**Cubic HfO2: from the stretched side to the squeezed side**

Pulling a crystal apart and pressing it together are different experiments. Today's question is how much of the second can be read from the first. The table follows cubic hafnia, in which each Hf has eight equal O neighbours, through uniform changes of volume. Energy is counted from the minimum of the energy curve, and a positive pressure means that the crystal pushes outward.

ABINIT 10.8.3, plane-wave DFT with revPBE-D3(BJ) and JTH PAW PBE v2.0 datasets, for cubic HfO2 (Fm-3m) without spin polarisation. The plane-wave cutoff is 625.862 eV, the k mesh 9×9×9 and the Fermi-Dirac smearing 0.05 eV. The cell is scaled at fixed shape and fractional coordinates, and energies are counted from the minimum of the fitted curve.

```csv
volume (Å³/atom),energy (meV/atom),pressure (GPa)
10.48,?,?
10.71,?,?
10.93,2.17,-4.460
11.15,11.03,-9.070
11.38,25.91,-13.200
11.60,46.24,-16.910
11.82,71.50,-20.230
```

The five known rows all lie on the stretched side of the minimum. The task is to give energy and pressure at 10.71 and 10.48 Å³/atom. A fit to the whole series, withheld rows included, also exists; its equilibrium volume, bulk modulus and slope stay out of the forecast. The zero of energy comes from that same fit and does carry a little of its knowledge.

**What the stretched rows reveal**

The bulk modulus is the resistance to a change of volume, $B=-\Delta P/\Delta\ln V$, with $P$ the pressure and $V$ the volume. Between 10.93 and 11.15 Å³/atom the printed pressures give 228 GPa, but between 11.60 and 11.82 only 174 GPa. The Hf-O distance grows by just 2 % from the one interval to the other. The crystal thus loses about 12 % of its stiffness for each percent of bond length.

Standard theory of ionic solids explains why so small a stretch matters so much. Two forces balance in the bond: the attraction between unlike ions, which fades slowly with distance, and the repulsion between overlapping electron shells, which fades fast. Stiffness measures how quickly this balance tips when the distance changes, so it is governed mainly by the fast partner. Stretching weakens the repulsion and softens the crystal, while squeezing strengthens the repulsion and stiffens the crystal. The same reasoning leads one to expect stiffening under compression in other ionic oxides.

**An estimate by hand**

The modulus falls by 54 GPa over three steps, or 18 GPa a step. Going inward, the next two intervals should then have about 228 + 18 = 246 GPa and 246 + 18 = 264 GPa. The volumes are even steps of 2 % of the given cell, so starting from the known pressure at 10.93 Å³/atom,

$$P(10.71)\approx-4.46+246\,\ln\frac{0.98}{0.96}\approx0.6\ \text{GPa},$$

$$P(10.48)\approx0.6+264\,\ln\frac{0.96}{0.94}\approx6.2\ \text{GPa}.$$

This should come out slightly low, because in the known rows the modulus gains more with each step inward, not the same amount.

**The model behind the forecast**

The Birch-Murnaghan form builds in that growing gain. It measures strain by $y=(V_0/V)^{2/3}-1$, where $V_0$ is the volume of the minimum. Since volume goes as the cube of the bond length $d$, this is $y=(d_0/d)^2-1$, with $d_0$ the bond length at the minimum, and it rises faster when a bond shortens than it falls when the bond lengthens. The linear term vanishes at the minimum, and dropping all powers above the third leaves

$$E=Ay^2+Cy^3,\qquad P=-\frac{dE}{dV}.$$

Here $A$ sets the modulus and $C/A$ sets how fast it grows with pressure. With $C=0$ that growth rate is exactly 4 at the minimum. I fitted $V_0$, $A$ and $C$ to the five known energies, and the same form separately to the five known pressures.

The pressures need their own fit because they lie about 0.5 GPa below the slope of the energy curve. The expected cause is Pulay stress: the pressure is evaluated with a fixed, finite set of plane waves, which adds a spurious inward pull. No series of cutoffs tests this here. The offset hardly changes over the known rows, so the forecast lets it continue.

**The forecast**

The minimum should lie between 10.71 and 10.93 Å³/atom, much closer to 10.71. The energy should therefore be very small at 10.71 and clearly higher at 10.48, above its value at 10.93. Both pressures should be positive, small in the nearer row and several GPa in the farther one.

| volume (Å³/atom) | energy (meV/atom) | pressure (GPa) |
|---|---|---|
| 10.71 | 0.18 ± 0.10 | 0.68 ± 0.10 |
| 10.48 | 5.76 ± 0.30 | 6.42 ± 0.30 |

The ranges are judgements. Small scatter in the known rows is magnified outside them, and more so at the farther row. Two other routes to the energy at 10.48 show the spread: adding up the work done against the predicted pressures, freed of their offset, gives 5.66 meV/atom, and the form with $C=0$ gives 5.56.

**The computed values**

The withheld rows as computed:

```csv
volume (Å³/atom),energy (meV/atom),pressure (GPa)
10.48,5.85,6.470
10.71,0.18,0.710
```

All four values fall inside their ranges. At 10.71 Å³/atom the energy agrees to the last printed digit, but this is a mild test. Close to a minimum the energy grows only with the square of the strain, so even a mediocre model gives a tiny number there, and the shared zero helps. The pressure is more telling, because it changes in direct proportion to the strain. Its forecast was 0.03 GPa too low, about 4 % of the computed value.

That row also shows where the pressure offset bites. Half a GPa is minor against a pressure of many GPa, but here it is more than half of the printed 0.71 GPa. It also moves the volume of zero pressure inward by 0.02 Å³/atom. Anyone who wants the equilibrium volume should take it from the energies.

At 10.48 Å³/atom the forecast was too low in both columns, by 0.09 meV/atom in energy and 0.05 GPa in pressure, each under 2 % of the computed value. The squeezed crystal pushes back slightly harder than its stretched rows suggested. For the energy, magnified scatter of the known rows could be enough. The known pressures follow their fit too closely for that, so their miss points to something the fit leaves out, such as a further term in the strain expansion or an uneven basis error. These rows do not separate the two.

For the energies, the term $C$ earned its place only in the withheld rows. With $C=0$ the energy at 10.48 misses by 0.29 meV/atom, about three times as much. The known energies had left the choice open: when each was left out in turn, the simpler form did slightly better. It was the known pressures, with a growth rate of 4.27, that spoke for more than 4.

For use in practice, a constant modulus taken from the stretched side would make compression look too easy, whereas one that grows as the bonds shorten carries over well across these two steps. The curve belongs to a static lattice held in the cubic shape, so its minimum is neither the monoclinic ground state nor the hot cubic crystal of a furnace. The output below lists the fits and each miss.

Numerical output:

```
Bulk modulus between 10.93 and 11.15 Å³/atom, from printed pressures (GPa): 228.2
Bulk modulus between 11.60 and 11.82 Å³/atom, from printed pressures (GPa): 174.3
Change of modulus between these two intervals (%): -23.62
Change of Hf-O distance between these two intervals (%): 1.981
fit of energy on 5 rows: coefficient of ((s/v)**(2/3)-1)**2 19374 +/- 38, coefficient of ((s/v)**(2/3)-1)**3 3399 +/- 679, s 10.76; rms 0.0175, worst 11.15 -0.0249, leave-one-out rms 0.0688
  rows outside the fit (model, value, miss): 10.48 5.765, 5.85, -0.0855; 10.71 0.1798, 0.18, -0.000178
fit of energy on 5 rows: coefficient of ((s/v)**(2/3)-1)**2 19081 +/- 7.7, s 10.75; rms 0.028, worst 10.93 0.0561, leave-one-out rms 0.0515
  rows outside the fit (model, value, miss): 10.48 5.557, 5.85, -0.293; 10.71 0.1594, 0.18, -0.0206
fit of pressure on 5 rows: coefficient of (s/v)**(7/3)-(s/v)**(5/3) 386.4 +/- 0.11, coefficient of ((s/v)**(7/3)-(s/v)**(5/3))*((s/v)**(2/3)-1) 79.15 +/- 2.2, s 10.73; rms 0.00146, worst 11.6 0.00234, leave-one-out rms 0.00288
  rows outside the fit (model, value, miss): 10.48 6.415, 6.47, -0.0546; 10.71 0.6794, 0.71, -0.0306
Bulk modulus at the minimum from known energies (GPa): 256.5
Pressure slope of the modulus from known energies: 4.351
Pressure slope of the modulus from known pressures: 4.273
Volume of zero printed pressure less volume of the energy minimum (Å³/atom): -0.02083
Printed pressure less energy slope, mean of known rows (GPa): -0.4747
Printed pressure less energy slope, lowest of known rows (GPa): -0.4822
Printed pressure less energy slope, highest of known rows (GPa): -0.4673
Energy at 10.48 Å³/atom from integrated predicted pressures (meV/atom): 5.66
Miss of this cross-check, predicted less computed (meV/atom): -0.1899
```
